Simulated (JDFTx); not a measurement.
# SiC (Moissanite) (P6_3mc) in JDFTx: equation of state

Aim: energy against volume of SiC (Moissanite) in PBE, for its equilibrium volume and stiffness.

Everything below comes from runs of JDFTx 1.7.0 (patched build). Logs are shortened: lines on timing, memory, paths and dates and some standing lists are left out, and cuts for length are marked. The log counts tension as positive stress, the text compression.

### 1 The crystal as given

It takes space group P6_3mc (No. 186, hexagonal). Conventional cell: a = 3.076 Å, b = 3.076 Å, c = 5.048 Å, α = 90.00°, β = 90.00°, γ = 120.00°. Si (site symmetry 3m) has 4 C at 1.87 to 1.94 Å as nearest neighbours. Around C (site symmetry 3m) lie 4 Si at 1.87 to 1.94 Å.

### 2 Equation of state, PBE, 9.72 Å³/atom (volume scaled by 0.94)

SiC.in

```
lattice \
    5.6941357419    -2.8470678709     0.0000000000 \
    0.0000000000     4.9312662050     0.0000000000 \
    0.0000000000     0.0000000000     9.3446024789
coords-type Lattice
ion Si     0.6666666667     0.3333333333     0.5000000000 1
ion Si     0.3333333333     0.6666666667     0.0000000000 1
ion C      0.6666666667     0.3333333333     0.8850000000 1
ion C      0.3333333333     0.6666666667     0.3850000000 1

ion-species pseudo/Si.upf
ion-species pseudo/C.upf
elec-cutoff 41 328
elec-ex-corr gga-PBE
kpoint-folding 10 10 5
elec-smearing Fermi 0.0018374661
elec-n-bands 14
electronic-SCF nIterations 100 energyDiffThreshold 1e-09
electronic-minimize nIterations 30 energyDiffThreshold 1e-7
forces-output-coords Cartesian

dump-name run.$VAR
dump End Ecomponents EigStats BandEigs Kpoints Forces Stress ElecDensity Dtot KEdensity
```

Potentials or basis: PseudoDojo-SR-PBE-0.5-standard.

On the command line:

```
$ jdftx -c 1 -i SiC.in -o SiC.out
```

Log:

```text
*************** JDFTx 1.7.0 (patched build) ***************

Input parsed successfully to the following command list (including defaults):
[... the input with its defaults ...]

---------- Setting up symmetries ----------

Found 24 point-group symmetries of the bravais lattice
Found 12 space-group symmetries with basis
Applied RMS atom displacement 3.28751e-10 bohrs to make symmetries exact.

---------- Initializing the Grid ----------
R =
[      5.69414     -2.84707            0  ]
[            0      4.93127            0  ]
[            0            0       9.3446  ]
unit cell volume = 262.39
G =
[    1.10345   0.637076         -0  ]
[          0    1.27415          0  ]
[          0         -0   0.672387  ]
Minimum fftbox size, Smin = [  48  48  80  ]
Chosen fftbox size, S = [  48  48  80  ]

---------- Initializing tighter grid for wavefunction operations ----------
R =
[      5.69414     -2.84707            0  ]
[            0      4.93127            0  ]
[            0            0       9.3446  ]
unit cell volume = 262.39
G =
[    1.10345   0.637076         -0  ]
[          0    1.27415          0  ]
[          0         -0   0.672387  ]
Minimum fftbox size, Smin = [  36  36  56  ]
Chosen fftbox size, S = [  36  36  56  ]

---------- Exchange Correlation functional ----------
Initalized PBE GGA exchange.
Initalized PBE GGA correlation.

---------- Setting up pseudopotentials ----------
Width of ionic core gaussian charges (only for fluid interactions / plotting) set to 0

Reading pseudopotential file 'pseudo/Si.upf':
  'Si' pseudopotential, 'PBE' functional
  Generated using ONCVPSP code by D. R. Hamann
  4 valence electrons, 2 orbitals, 6 projectors, 1001 radial grid points, with lMax = 2
    3S    l: 0   occupation:  2.0   eigenvalue: -0.397365
    3P    l: 1   occupation:  2.0   eigenvalue: -0.149981
  Core radius for overlap checks: 1.86 bohrs.

Reading pseudopotential file 'pseudo/C.upf':
  'C' pseudopotential, 'PBE' functional
  Generated using ONCVPSP code by D. R. Hamann
  4 valence electrons, 2 orbitals, 4 projectors, 1001 radial grid points, with lMax = 1
    2S    l: 0   occupation:  2.0   eigenvalue: -0.505335
    2P    l: 1   occupation:  2.0   eigenvalue: -0.194238
  Core radius for overlap checks: 1.21 bohrs.

Initialized 2 species with 4 total atoms.

Folded 1 k-points by 10x10x5 to 500 k-points.

---------- Setting up k-points, bands, fillings ----------
Adding inversion symmetry to k-mesh for non-inversion-symmetric unit cell.
Reduced to 42 k-points under symmetry.
Computing the number of bands and number of electrons
Calculating initial fillings.
nElectrons:  16.000000   nBands: 14   nStates: 42

----- Setting up reduced wavefunction bases (one per k-point) -----
average nbasis = 3289.950 , ideal nbasis = 3290.159

---------- Setting up ewald sum ----------
Optimum gaussian width for ewald sums = 2.027134 bohr.
Real space sum over 1089 unit cells with max indices [  5  5  4  ]
Reciprocal space sum over 2873 terms with max indices [  6  6  8  ]

---------- Allocating electronic variables ----------
Initializing wave functions:  linear combination of atomic orbitals
Si pseudo-atom occupations:   s ( 2 )  p ( 2 )
C pseudo-atom occupations:   s ( 2 )  p ( 2 )
	FillingsUpdate:  mu: +0.575169023  nElectrons: 16.000000
LCAOMinimize: Iter:   0  F: -19.0211170660493742  |grad|_K:  8.210e-03  alpha:  1.000e+00
	FillingsUpdate:  mu: +0.539206301  nElectrons: 16.000000
LCAOMinimize: Iter:   1  F: -19.2122335935117050  |grad|_K:  1.789e-04  alpha:  4.442e-01  linmin: -6.276e-01  cgtest:  8.916e-01
LCAOMinimize: Encountered beta<0, resetting CG.
[... 5 lines of inner loops ...]
LCAOMinimize: Iter:   4  F: -19.2123376396282204  |grad|_K:  1.586e-07  alpha:  7.928e-01  linmin:  6.270e-05  cgtest:  2.031e-03
	FillingsUpdate:  mu: +0.538626916  nElectrons: 16.000000
LCAOMinimize: Iter:   5  F: -19.2123376397054599  |grad|_K:  3.817e-08  alpha:  5.060e-01  linmin:  1.601e-03  cgtest: -2.833e-03
LCAOMinimize: Converged (|Delta F|<1.000000e-06 for 2 iters).

-------- Electronic minimization -----------
Will mix electronic density at each iteration.
	FillingsUpdate:  mu: +0.538626916  nElectrons: 16.000000
	FillingsUpdate:  mu: +0.435684664  nElectrons: 16.000000
SCF: Cycle:  0   F: -19.390940448487928   dF: -1.786e-01   |Residual|: 8.872e-02   |deigs|: 7.469e-02
	FillingsUpdate:  mu: +0.431095901  nElectrons: 16.000000
SCF: Cycle:  1   F: -19.394932413590080   dF: -3.992e-03   |Residual|: 4.860e-02   |deigs|: 5.363e-03
	FillingsUpdate:  mu: +0.430930675  nElectrons: 16.000000
SCF: Cycle:  2   F: -19.395275135617457   dF: -3.427e-04   |Residual|: 8.313e-03   |deigs|: 1.402e-03
	FillingsUpdate:  mu: +0.432106211  nElectrons: 16.000000
SCF: Cycle:  3   F: -19.395352459067720   dF: -7.732e-05   |Residual|: 6.284e-03   |deigs|: 1.173e-03
	FillingsUpdate:  mu: +0.431974415  nElectrons: 16.000000
SCF: Cycle:  4   F: -19.395370897226954   dF: -1.844e-05   |Residual|: 1.307e-03   |deigs|: 2.643e-04
	FillingsUpdate:  mu: +0.432008732  nElectrons: 16.000000
SCF: Cycle:  5   F: -19.395372073403596   dF: -1.176e-06   |Residual|: 1.116e-03   |deigs|: 1.171e-04
	FillingsUpdate:  mu: +0.432076982  nElectrons: 16.000000
SCF: Cycle:  6   F: -19.395373258944336   dF: -1.186e-06   |Residual|: 2.643e-04   |deigs|: 8.275e-05
	FillingsUpdate:  mu: +0.432086566  nElectrons: 16.000000
SCF: Cycle:  7   F: -19.395373418391095   dF: -1.594e-07   |Residual|: 6.323e-05   |deigs|: 4.424e-05
	FillingsUpdate:  mu: +0.432088767  nElectrons: 16.000000
SCF: Cycle:  8   F: -19.395373461601569   dF: -4.321e-08   |Residual|: 2.902e-05   |deigs|: 9.856e-05
	FillingsUpdate:  mu: +0.432092557  nElectrons: 16.000000
SCF: Cycle:  9   F: -19.395373480971674   dF: -1.937e-08   |Residual|: 1.523e-05   |deigs|: 6.320e-05
	FillingsUpdate:  mu: +0.432092047  nElectrons: 16.000000
SCF: Cycle: 10   F: -19.395373486250403   dF: -5.279e-09   |Residual|: 2.338e-05   |deigs|: 3.528e-05
	FillingsUpdate:  mu: +0.432093150  nElectrons: 16.000000
SCF: Cycle: 11   F: -19.395373489119180   dF: -2.869e-09   |Residual|: 5.247e-06   |deigs|: 6.151e-05
	FillingsUpdate:  mu: +0.432092849  nElectrons: 16.000000
SCF: Cycle: 12   F: -19.395373489922328   dF: -8.031e-10   |Residual|: 2.849e-06   |deigs|: 3.169e-05
	FillingsUpdate:  mu: +0.432092493  nElectrons: 16.000000
SCF: Cycle: 13   F: -19.395373490266785   dF: -3.445e-10   |Residual|: 1.553e-06   |deigs|: 2.025e-05
SCF: Converged (|Delta E|<1.000000e-09 for 2 iters).

Setting wave functions to eigenvectors of Hamiltonian

# Stress tensor in Cartesian coordinates [Eh/a0^3]:
[   -0.0007483            0            0  ]
[            0   -0.0007483            0  ]
[            0            0 -0.000483656  ]

# Ionic positions in lattice coordinates:
ion Si   0.666666666666667   0.333333333333333   0.500000000000000 1
ion Si   0.333333333333333   0.666666666666667   0.000000000000000 1
ion C   0.666666666666667   0.333333333333333   0.885000000000000 1
ion C   0.333333333333333   0.666666666666667   0.385000000000000 1

# Forces in Cartesian coordinates:
force Si   0.000000000000000   0.000000000000000   0.016778238333437 1
force Si   0.000000000000000   0.000000000000000   0.016778238333437 1
force C   0.000000000000000  -0.000000000000000  -0.016777800366042 1
force C  -0.000000000000000  -0.000000000000000  -0.016777800366042 1

# Energy components:
   Eewald =      -21.3300233810120830
       EH =        2.3301573798026896
     Eloc =       -6.4717013508148789
      Enl =        0.4997909429525333
      Exc =       -7.6577983819374591
 Exc_core =        1.1365017697373763
       KE =       12.0976995310050874
-------------------------------------
     Etot =      -19.3953734902667350
       TS =        0.0000000000000486
-------------------------------------
        F =      -19.3953734902667847

IonicMinimize: Iter:   0  F: -19.395373490266785  |grad|_K:  9.687e-03
IonicMinimize: None of the convergence criteria satisfied after 0 iterations.

#--- Lowdin population analysis ---
# oxidation-state Si +1.154 +1.154
# oxidation-state C -1.076 -1.076

Dumping 'run.eigStats' ...
	eMin: -0.206968 at state 0 ( [ +0.000000 +0.000000 +0.000000 ] spin 0 )
	HOMO: +0.389488 at state 0 ( [ +0.000000 +0.000000 +0.000000 ] spin 0 )
	mu  : +0.432092
	LUMO: +0.477177 at state 39 ( [ +0.300000 +0.300000 +0.000000 ] spin 0 )
	eMax: +0.821789 at state 14 ( [ +0.000000 +0.400000 +0.400000 ] spin 0 )
	HOMO-LUMO gap: +0.087689
	Optical gap  : +0.154916 at state 15 ( [ +0.000000 +0.500000 +0.000000 ] spin 0 )
Done!
[note: mu as printed may lie anywhere between the filled and the empty levels]
```

Run time: 81 s. Hardware: 1 thread of Arm Neoverse V2, shared host; peak memory 0.19 GiB.

Results:

* Free energy: -527.7750 eV
* Pressure: 19.4 GPa
* Largest force: 0.863 eV/Å
* Band gap on the k mesh: 2.39 eV, indirect (least direct gap 4.22 eV)
* Loewdin charges: Si +1.15; C -1.08 e

Caveat: an odd mesh through Γ misses points on the zone boundary, where band edges often lie.

### 3 Equation of state, PBE, 9.93 Å³/atom (volume scaled by 0.96)

SiC.in, as its differences from that of step 2:

```diff
@@ -1,5 +1,5 @@
 lattice \
-    5.6941357419    -2.8470678709     0.0000000000 \
-    0.0000000000     4.9312662050     0.0000000000 \
-    0.0000000000     0.0000000000     9.3446024789
+    5.7342366107    -2.8671183052     0.0000000000 \
+    0.0000000000     4.9659945760     0.0000000000 \
+    0.0000000000     0.0000000000     9.4104117069
 coords-type Lattice
@@ -22,2 +22,2 @@
 dump-name run.$VAR
-dump End Ecomponents EigStats BandEigs Kpoints Forces Stress ElecDensity Dtot KEdensity
+dump End Ecomponents EigStats BandEigs Kpoints Forces Stress
```

Potentials or basis: PseudoDojo-SR-PBE-0.5-standard.

On the command line:

```
$ jdftx -c 1 -i SiC.in -o SiC.out
```

Wall time 80 s (1 thread of Arm Neoverse V2, shared host); peak memory 0.19 GiB.

Results (log left out):

| Item | Value |
| --- | --- |
| Free energy | -527.8605 eV |
| Pressure | 13.7 GPa |
| Largest force | 0.826 eV/Å |
| Band gap on the k mesh | 2.42 eV, indirect (least direct gap 4.17 eV) |
| Loewdin charges | Si +1.14; C -1.06 e |

Caveat: an odd mesh through Γ misses points on the zone boundary, where band edges often lie.

### 4 Equation of state, PBE, 10.13 Å³/atom (volume scaled by 0.98)

SiC.in, as its differences from that of step 3:

```diff
@@ -1,5 +1,5 @@
 lattice \
-    5.7342366107    -2.8671183052     0.0000000000 \
-    0.0000000000     4.9659945760     0.0000000000 \
-    0.0000000000     0.0000000000     9.4104117069
+    5.7737843198    -2.8868921598     0.0000000000 \
+    0.0000000000     5.0002438967     0.0000000000 \
+    0.0000000000     0.0000000000     9.4753131488
 coords-type Lattice
```

On the command line:

```
$ jdftx -c 1 -i SiC.in -o SiC.out
```

It took 81 s on 1 thread of Arm Neoverse V2, shared host; peak memory 0.2 GiB.

It converged, with:

| Property | Result |
| --- | --- |
| Free energy | -527.9177 eV |
| Pressure | 8.4 GPa |
| Largest force | 0.792 eV/Å |
| Band gap on the k mesh | 2.46 eV, indirect (least direct gap 4.13 eV) |
| Loewdin charges | Si +1.12; C -1.05 e |

Caveat: an odd mesh through Γ misses points on the zone boundary, where band edges often lie.

### 5 Equation of state, PBE, 10.34 Å³/atom

SiC.in, as its differences from that of step 4:

```diff
@@ -1,5 +1,5 @@
 lattice \
-    5.7737843198    -2.8868921598     0.0000000000 \
-    0.0000000000     5.0002438967     0.0000000000 \
-    0.0000000000     0.0000000000     9.4753131488
+    5.8127975593    -2.9063987797     0.0000000000 \
+    0.0000000000     5.0340303534     0.0000000000 \
+    0.0000000000     0.0000000000     9.5393374771
 coords-type Lattice
```

On the command line:

```
$ jdftx -c 1 -i SiC.in -o SiC.out
```

Wall time 80 s (1 thread of Arm Neoverse V2, shared host); peak memory 0.2 GiB.

It converged, with:

| Quantity | Value |
| --- | --- |
| Free energy | -527.9490 eV |
| Pressure | 3.7 GPa |
| Largest force | 0.760 eV/Å |
| Band gap on the k mesh | 2.49 eV, indirect (least direct gap 4.09 eV) |
| Loewdin charges | Si +1.11; C -1.03 e |

Caveat: an odd mesh through Γ misses points on the zone boundary, where band edges often lie.

### 6 Equation of state, PBE, 10.55 Å³/atom (volume scaled by 1.02)

SiC.in, as its differences from that of step 5:

```diff
@@ -1,5 +1,5 @@
 lattice \
-    5.8127975593    -2.9063987797     0.0000000000 \
-    0.0000000000     5.0340303534     0.0000000000 \
-    0.0000000000     0.0000000000     9.5393374771
+    5.8512940293    -2.9256470147     0.0000000000 \
+    0.0000000000     5.0673692743     0.0000000000 \
+    0.0000000000     0.0000000000     9.6025137387
 coords-type Lattice
```

Potentials or basis: PseudoDojo-SR-PBE-0.5-standard.

On the command line:

```
$ jdftx -c 1 -i SiC.in -o SiC.out
```

It took 82 s on 1 thread of Arm Neoverse V2, shared host; peak memory 0.2 GiB.

It converged, with:

```yaml
Free_energy: -527.9570 eV
Pressure: -0.7 GPa
Largest_force: 0.729 eV/Å
Band_gap_on_the_k_mesh: 2.52 eV, indirect (least direct gap 4.04 eV)
Loewdin_charges: Si +1.09; C -1.02 e
```

Caveat: an odd mesh through Γ misses points on the zone boundary, where band edges often lie.

(Continued in part 2 of 2.)
